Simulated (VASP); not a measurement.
# Si (Fd-3m) in VASP: further runs

One crystal, Si, is run at these levels: PBE; tasks: band structure.

Everything below comes from runs of VASP 6.6.1. Logs are shortened: lines on timing, memory, paths and dates and some standing lists are left out, and cuts for length are marked.

### 1 The crystal as given

Symmetry: Fd-3m, No. 227, cubic system. The conventional cell has a = 5.444 Å, b = 5.444 Å, c = 5.444 Å, α = 90.00°, β = 90.00°, γ = 90.00°. Around Si (site symmetry -43m) lie 4 Si at 2.36 Å.

### 2 Band structure, PBE

Contents of POSCAR:

```
Si
1.0
    0.0000000000      2.7218511865      2.7218511865
    2.7218511865      0.0000000000      2.7218511865
    2.7218511865      2.7218511865      0.0000000000
Si
2
Direct
    0.5000000000      0.5000000000      0.5000000000
    0.7500000000      0.7500000000      0.7500000000
```

Contents of INCAR.step1:

```
SYSTEM = Si
  PREC = Accurate
  ENCUT = 600
  EDIFF = 1E-7
  ISMEAR = -1
  SIGMA = 0.05
  LREAL = .FALSE.
  LASPH = .TRUE.
  NELM = 80
  ALGO = Normal
  ISIF = 2
  LWAVE = .FALSE.
  LCHARG = .TRUE.
  GGA = PE
  NBANDS = 11
```

Contents of KPOINTS.step1:

```
Automatic mesh
0
G
  8 8 8
  0 0 0
```

Contents of INCAR.step2:

```
SYSTEM = Si
  PREC = Accurate
  ENCUT = 600
  EDIFF = 1E-7
  ISMEAR = 0
  SIGMA = 0.05
  LREAL = .FALSE.
  LASPH = .TRUE.
  NELM = 80
  ALGO = Normal
  ISIF = 2
  LWAVE = .FALSE.
  LCHARG = .FALSE.
  GGA = PE
  NBANDS = 11
  ICHARG = 11
```

Contents of KPOINTS.step2:

```
path GXWKGLUWLK,UX
10
line-mode
reciprocal
 0.0000000000  0.0000000000  0.0000000000  G
 0.5000000000  0.0000000000  0.5000000000  X

 0.5000000000  0.0000000000  0.5000000000  X
 0.5000000000  0.2500000000  0.7500000000  W

 0.5000000000  0.2500000000  0.7500000000  W
 0.3750000000  0.3750000000  0.7500000000  K

 0.3750000000  0.3750000000  0.7500000000  K
 0.0000000000  0.0000000000  0.0000000000  G

 0.0000000000  0.0000000000  0.0000000000  G
 0.5000000000  0.5000000000  0.5000000000  L

 0.5000000000  0.5000000000  0.5000000000  L
 0.6250000000  0.2500000000  0.6250000000  U

 0.6250000000  0.2500000000  0.6250000000  U
 0.5000000000  0.2500000000  0.7500000000  W

 0.5000000000  0.2500000000  0.7500000000  W
 0.5000000000  0.5000000000  0.5000000000  L

 0.5000000000  0.5000000000  0.5000000000  L
 0.3750000000  0.3750000000  0.7500000000  K

 0.6250000000  0.2500000000  0.6250000000  U
 0.5000000000  0.0000000000  0.5000000000  X
```

Potentials or basis: VASP PAW PBE potentials, release 64 (Si_GW).

On the command line:

```
$ cat potpaw_PBE.64/Si_GW/POTCAR > POTCAR
$ cp INCAR.step1 INCAR
$ cp KPOINTS.step1 KPOINTS
$ mpirun -np 1 vasp_std > vasp.out
$ cp INCAR.step2 INCAR
$ cp KPOINTS.step2 KPOINTS
$ mpirun -np 1 vasp_std > vasp.out
```

OUTCAR:

```text
SYSTEM = Si
   PREC = Accurate
   ENCUT = 600
   EDIFF = 1E-7
   ISMEAR = 0
   LREAL = .FALSE.
   LASPH = .TRUE.
   NELM = 80
   ISIF = 2
   GGA = PE
   ICHARG = 11

 ion  position               nearest neighbor table
   1  0.500  0.500  0.500-   2 2.36   2 2.36   2 2.36   2 2.36
   2  0.750  0.750  0.750-   1 2.36   1 2.36   1 2.36   1 2.36

  LATTYP: Found a face centered cubic cell.
 ALAT       =     5.4437023730

  Lattice vectors:

 A1 = (   0.0000000000,   2.7218511865,   2.7218511865)
 A2 = (   2.7218511865,   0.0000000000,   2.7218511865)
 A3 = (   2.7218511865,   2.7218511865,   0.0000000000)

Analysis of symmetry for initial positions (statically):
=====================================================================
 Subroutine PRICEL returns:
 Original cell was already a primitive cell.

 Routine SETGRP: Setting up the symmetry group for a
 face centered cubic supercell.

 Subroutine GETGRP returns: Found 48 space group operations
 (whereof 24 operations were pure point group operations)
 out of a pool of 48 trial point group operations.

The static configuration has the point symmetry T_d .
 The point group associated with its full space group is O_h .

Analysis of symmetry for dynamics (positions and initial velocities):
=====================================================================
 Subroutine PRICEL returns:
 Original cell was already a primitive cell.

 Routine SETGRP: Setting up the symmetry group for a
 face centered cubic supercell.

 Subroutine GETGRP returns: Found 48 space group operations
 (whereof 24 operations were pure point group operations)
 out of a pool of 48 trial point group operations.

The dynamic configuration has the point symmetry T_d .
 The point group associated with its full space group is O_h .

 Subroutine INISYM returns: Found 48 space group operations
 (whereof 24 operations are pure point group operations),
 and found     1 'primitive' translations

----------------------------------------------------------------------------------------

                                     Primitive cell

  volume of cell :      40.3295

  direct lattice vectors                    reciprocal lattice vectors
     0.000000000  2.721851186  2.721851186    -0.183698507  0.183698507  0.183698507
     2.721851186  0.000000000  2.721851186     0.183698507 -0.183698507  0.183698507
     2.721851186  2.721851186  0.000000000     0.183698507  0.183698507 -0.183698507

  length of vectors
     3.849278863  3.849278863  3.849278863     0.318175148  0.318175148  0.318175148

  position of ions in fractional coordinates (direct lattice)
     0.500000000  0.500000000  0.500000000
     0.750000000  0.750000000  0.750000000

  ion indices of the primitive-cell ions
   primitive index   ion index
                 1           1
                 2           2

----------------------------------------------------------------------------------------

 KPOINTS: path GXWKGLUWLK,UX

Interpolating k-points between supplied coordinates.

 Line segments in fractional coordinates (reciprocal lattice):
    0.000000  0.000000  0.000000  ...  0.500000  0.000000  0.500000
    0.500000  0.000000  0.500000  ...  0.500000  0.250000  0.750000
    0.500000  0.250000  0.750000  ...  0.375000  0.375000  0.750000
    0.375000  0.375000  0.750000  ...  0.000000  0.000000  0.000000
    0.000000  0.000000  0.000000  ...  0.500000  0.500000  0.500000
    0.500000  0.500000  0.500000  ...  0.625000  0.250000  0.625000
    0.625000  0.250000  0.625000  ...  0.500000  0.250000  0.750000
    0.500000  0.250000  0.750000  ...  0.500000  0.500000  0.500000
    0.500000  0.500000  0.500000  ...  0.375000  0.375000  0.750000
    0.625000  0.250000  0.625000  ...  0.500000  0.000000  0.500000

 Generated    10 points on each line segment, for a total of    100 k-points:

 Following reciprocal coordinates:
            Coordinates               Weight
  0.000000  0.000000  0.000000      0.010000
  0.055556  0.000000  0.055556      0.010000
  0.111111  0.000000  0.111111      0.010000
  0.166667  0.000000  0.166667      0.010000
  0.222222  0.000000  0.222222      0.010000
  0.277778  0.000000  0.277778      0.010000
[... 16 lines left out ...]
  0.472222  0.277778  0.750000      0.010000
  0.458333  0.291667  0.750000      0.010000
 [... further k-points ...]
   k-points           NKPTS =    100   k-points in BZ     NKDIM =    100   number of bands    NBANDS=     11
   number of dos      NEDOS =    301   number of ions     NIONS =      2
   total plane-waves  NPLWV =  32768
   dimension x,y,z NGX =    32 NGY =   32 NGZ =   32
   dimension x,y,z NGXF=    64 NGYF=   64 NGZF=   64
   ions per type =               2
   NGX,Y,Z   is equivalent  to a cutoff of  13.82, 13.82, 13.82 a.u.
   NGXF,Y,Z  is equivalent  to a cutoff of  27.64, 27.64, 27.64 a.u.
 SYSTEM =  Si
   PREC   = accura    normal or accurate (medium, high low for compatibility)
[... 68 lines left out ...]
      3       5.3937      2.00000
      4       5.3937      2.00000
      5       7.9547      0.00000
      6       7.9547      0.00000
      7       7.9547      0.00000
      8       8.6738      0.00000
      9      13.1148      0.00000
     10      13.1148      0.00000
     11      13.3225      0.00000

 k-point     2 :       0.0556    0.0000    0.0556
  band No.  band energies     occupation
      1      -6.4645      2.00000
      2       5.0503      2.00000
      3       5.1828      2.00000
      4       5.1828      2.00000
      5       7.8266      0.00000
      6       8.2317      0.00000
      7       8.2317      0.00000
      8       9.0040      0.00000
      9      12.7219      0.00000
     10      13.1742      0.00000
     11      13.5569      0.00000

 k-point     3 :       0.1111    0.0000    0.1111
  band No.  band energies     occupation
      1      -6.3037      2.00000
      2       4.2762      2.00000
      3       4.7215      2.00000
      4       4.7215      2.00000
      5       7.5040      0.00000
      6       8.8896      0.00000
      7       8.8896      0.00000
      8       9.6224      0.00000
      9      12.0121      0.00000
     10      13.3526      0.00000
     11      14.1956      0.00000

 k-point     4 :       0.1667    0.0000    0.1667
  band No.  band energies     occupation
      1      -6.0371      2.00000
      2       3.3490      2.00000
      3       4.2101      2.00000
      4       4.2101      2.00000
      5       7.1019      0.00000
      6       9.6642      0.00000
      7       9.7242      0.00000
      8       9.7242      0.00000
      9      11.9701      0.00000
     10      13.6495      0.00000
     11      15.1145      0.00000

 k-point     5 :       0.2222    0.0000    0.2222
  band No.  band energies     occupation
      1      -5.6665      2.00000
      2       2.3708      2.00000
      3       3.7325      2.00000
      4       3.7325      2.00000
      5       6.7080      0.00000
      6       8.9476      0.00000
      7      10.6464      0.00000
      8      10.6464      0.00000
      9      12.8340      0.00000
     10      14.0648      0.00000
     11      16.2042      0.00000
[... 211 lines left out ...]
 k-point    21 :       0.5000    0.2500    0.7500
  band No.  band energies     occupation
      1      -2.2398      2.00000
      2      -2.2398      2.00000
      3       1.5723      2.00000
      4       1.5723      2.00000
      5       9.6655      0.00000
      6       9.6655      0.00000
      7      10.3718      0.00000
      8      10.3718      0.00000
      9      15.9269      0.00000
     10      15.9269      0.00000
     11      18.3710      0.00000

 k-point    22 :       0.4861    0.2639    0.7500
  band No.  band energies     occupation
      1      -2.3600      2.00000
      2      -2.1242      2.00000
      3       1.4815      2.00000
      4       1.6869      2.00000
      5       9.3492      0.00000
      6       9.7155      0.00000
      7      10.5031      0.00000
      8      10.5342      0.00000
      9      15.6788      0.00000
     10      16.1177      0.00000
     11      18.1618      0.00000

 k-point    23 :       0.4722    0.2778    0.7500
  band No.  band energies     occupation
      1      -2.4662      2.00000
      2      -2.0313      2.00000
      3       1.4001      2.00000
      4       1.8377      2.00000
      5       8.8736      0.00000
      6       9.7041      0.00000
      7      10.7783      0.00000
      8      10.8292      0.00000
      9      15.4057      0.00000
     10      16.1804      0.00000
     11      18.0594      0.00000

 k-point    24 :       0.4583    0.2917    0.7500
  band No.  band energies     occupation
      1      -2.5584      2.00000
      2      -1.9595      2.00000
      3       1.3286      2.00000
      4       2.0190      2.00000
      5       8.3919      0.00000
      6       9.6691      0.00000
      7      11.0653      0.00000
      8      11.2010      0.00000
      9      15.1142      0.00000
     10      16.0675      0.00000
     11      18.1247      0.00000

 [... further k-points ...]

------------------------ aborting loop because EDIFF is reached ----------------------------------------

  FORCE on cell =-STRESS in cart. coord.  units (eV):
  Direction    XX          YY          ZZ          XY          YZ          ZX
  --------------------------------------------------------------------------------------
  -------------------------------------------------------------------------------------
  Total        0.1262173      0.1262173      0.1262173      0.0000000      0.0000000     -0.0000000
  in kB        5.0142536      5.0142536      5.0142536      0.0000000      0.0000000     -0.0000000
  external PRESSURE =       5.0142536 kB  Pullay stress =       0.0000000 kB

 VOLUME and BASIS-vectors are now :
 -----------------------------------------------------------------------------
  energy-cutoff  :      600.00
  volume of cell :       40.33
      direct lattice vectors                 reciprocal lattice vectors
     0.000000000  2.721851186  2.721851186    -0.183698507  0.183698507  0.183698507
     2.721851186  0.000000000  2.721851186     0.183698507 -0.183698507  0.183698507
     2.721851186  2.721851186  0.000000000     0.183698507  0.183698507 -0.183698507

 POSITION                                       TOTAL-FORCE (eV/Angst)
 -----------------------------------------------------------------------------------
      2.72185      2.72185      2.72185         0.000000      0.000000     -0.000000
      4.08278      4.08278      4.08278        -0.000000     -0.000000      0.000000
 -----------------------------------------------------------------------------------
    total drift:                               -0.000000     -0.000000     -0.000000

  FREE ENERGIE OF THE ION-ELECTRON SYSTEM (eV)
  ---------------------------------------------------
  free  energy   TOTEN  =       -10.9993995600 eV

  energy  without entropy=      -10.9993995600  energy(sigma->0) =      -10.99939956
```

Run time: 19 s. Hardware: 1 thread of Intel Xeon 6975P-C (Granite Rapids), shared host; peak memory 0.2 GiB.

Results:

| Item | Value |
| --- | --- |
| Band gap on the k mesh | 0.63 eV, indirect (least direct gap 2.56 eV) |
| Band gap along the path | 0.60 eV, indirect (least direct gap 2.56 eV) |

Levels at the corners of the path, in eV from the valence-band top:
```csv
point,band 1,band 2,band 3,band 4,band 5,band 6,band 7,band 8
Γ,-11.91,0.00,0.00,0.00,2.56,2.56,2.56,3.28
X,-7.79,-7.79,-2.83,-2.83,0.73,0.73,10.05,10.05
X,-7.79,-7.79,-2.83,-2.83,0.73,0.73,10.05,10.05
W,-7.63,-7.63,-3.82,-3.82,4.27,4.27,4.98,4.98
W,-7.63,-7.63,-3.82,-3.82,4.27,4.27,4.98,4.98
K,-8.21,-7.21,-4.27,-2.41,1.22,4.12,7.44,7.98
K,-8.21,-7.21,-4.27,-2.41,1.22,4.12,7.44,7.98
Γ,-11.91,0.00,0.00,0.00,2.56,2.56,2.56,3.28
Γ,-11.91,0.00,0.00,0.00,2.56,2.56,2.56,3.28
L,-9.60,-6.94,-1.19,-1.19,1.51,3.34,3.34,7.72
L,-9.60,-6.94,-1.19,-1.19,1.51,3.34,3.34,7.72
U,-8.21,-7.21,-4.27,-2.41,1.22,4.12,7.44,7.98
U,-8.21,-7.21,-4.27,-2.41,1.22,4.12,7.44,7.98
W,-7.63,-7.63,-3.82,-3.82,4.27,4.27,4.98,4.98
W,-7.63,-7.63,-3.82,-3.82,4.27,4.27,4.98,4.98
L,-9.60,-6.94,-1.19,-1.19,1.51,3.34,3.34,7.72
L,-9.60,-6.94,-1.19,-1.19,1.51,3.34,3.34,7.72
K,-8.21,-7.21,-4.27,-2.41,1.22,4.12,7.44,7.98
U,-8.21,-7.21,-4.27,-2.41,1.22,4.12,7.44,7.98
X,-7.79,-7.79,-2.83,-2.83,0.73,0.73,10.05,10.05
```

Caveat: the log is that of the step along the path at fixed density, whose energy, stress, charges and moments have no meaning.

### 3 Band structure, PBE

POSCAR is that of step 2.

Contents of INCAR.step1:

```
SYSTEM = Si
ALGO = Normal ; EDIFF = 1E-6
ENCUT = 550 ; GGA = PE
ISIF = 2 ; ISMEAR = -1
LASPH = .True. ; LCHARG = .True.
LREAL = .False. ; LWAVE = .False.
NBANDS = 11 ; NELM = 80
PREC = Accurate ; SIGMA = 0.05
```

Contents of KPOINTS.step1:

```
k-points
0
Gamma
  8 8 8
  0 0 0
```

Contents of INCAR.step2:

```
SYSTEM = Si
ALGO = Normal ; EDIFF = 1E-6
ENCUT = 550 ; GGA = PE
ICHARG = 11 ; ISIF = 2
ISMEAR = 0 ; LASPH = .True.
LCHARG = .False. ; LREAL = .False.
LWAVE = .False. ; NBANDS = 11
NELM = 80 ; PREC = Accurate
SIGMA = 0.05
```

Changes to KPOINTS.step2 since step 2:

```diff
@@ -1,3 +1,3 @@
 path GXWKGLUWLK,UX
-10
+15
 line-mode
```

Potentials or basis: VASP PAW PBE potentials, release 64 (Si_GW).

On the command line:

```
$ cat potpaw_PBE.64/Si_GW/POTCAR > POTCAR
$ cp INCAR.step1 INCAR
$ cp KPOINTS.step1 KPOINTS
$ mpirun -np 1 vasp_std > vasp.out
$ cp INCAR.step2 INCAR
$ cp KPOINTS.step2 KPOINTS
$ mpirun -np 1 vasp_std > vasp.out
```

It took 25 s on 1 thread of Intel Xeon 6975P-C (Granite Rapids), shared host; peak memory 0.21 GiB.

It converged, with:

```
Band gap on the k mesh  : 0.63 eV, indirect (least direct gap 2.56 eV)
Band gap along the path : 0.59 eV, indirect (least direct gap 2.56 eV)
```

Levels at the corners of the path, in eV from the valence-band top:
| point | band 2 | band 3 | band 4 | band 5 | band 6 | band 7 |
| --- | --- | --- | --- | --- | --- | --- |
| Γ | 0.00 | 0.00 | 0.00 | 2.56 | 2.56 | 2.56 |
| X | -7.79 | -2.83 | -2.83 | 0.73 | 0.73 | 10.05 |
| X | -7.79 | -2.83 | -2.83 | 0.73 | 0.73 | 10.05 |
| W | -7.63 | -3.82 | -3.82 | 4.27 | 4.27 | 4.98 |
| W | -7.63 | -3.82 | -3.82 | 4.27 | 4.27 | 4.98 |
| K | -7.21 | -4.27 | -2.41 | 1.22 | 4.12 | 7.44 |
| K | -7.21 | -4.27 | -2.41 | 1.22 | 4.12 | 7.44 |
| Γ | 0.00 | 0.00 | 0.00 | 2.56 | 2.56 | 2.56 |
| Γ | 0.00 | 0.00 | 0.00 | 2.56 | 2.56 | 2.56 |
| L | -6.94 | -1.19 | -1.19 | 1.51 | 3.34 | 3.34 |
| L | -6.94 | -1.19 | -1.19 | 1.51 | 3.34 | 3.34 |
| U | -7.21 | -4.27 | -2.41 | 1.22 | 4.12 | 7.44 |
| U | -7.21 | -4.27 | -2.41 | 1.22 | 4.12 | 7.44 |
| W | -7.63 | -3.82 | -3.82 | 4.27 | 4.27 | 4.98 |
| W | -7.63 | -3.82 | -3.82 | 4.27 | 4.27 | 4.98 |
| L | -6.94 | -1.19 | -1.19 | 1.51 | 3.34 | 3.34 |
| L | -6.94 | -1.19 | -1.19 | 1.51 | 3.34 | 3.34 |
| K | -7.21 | -4.27 | -2.41 | 1.22 | 4.12 | 7.44 |
| U | -7.21 | -4.27 | -2.41 | 1.22 | 4.12 | 7.44 |
| X | -7.79 | -2.83 | -2.83 | 0.73 | 0.73 | 10.05 |

Caveat: the log is that of the step along the path at fixed density, whose energy, stress, charges and moments have no meaning. Expect the measured gap to be larger: semilocal functionals such as PBE lack the derivative discontinuity.

### 4 The reference run

An earlier run on the cell as given: functional PBE; potentials or basis VASP PAW PBE potentials, release 64 (Si); cutoff 520 eV; k mesh 8 × 8 × 8; occupations fermi-dirac, width 0.05 eV; no spin polarisation.

- Pressure: 1.3 GPa
- Band gap on the k mesh: 0.63 eV, indirect (least direct gap 2.56 eV)

### 5 The runs side by side

```csv
task,potentials or basis,cutoff (eV),gap on the mesh (eV)
band structure,"VASP PAW PBE potentials, release 64 (Si_GW)",600,0.63
band structure,"VASP PAW PBE potentials, release 64 (Si_GW)",550,0.63
single point,"VASP PAW PBE potentials, release 64 (Si)",520,0.63
```

Alike in all rows: level PBE; no spin polarisation; cell as given; k mesh 8 × 8 × 8; smearing fermi-dirac 0.05 eV.

Absolute energies hang on the potentials; compare differences alone.
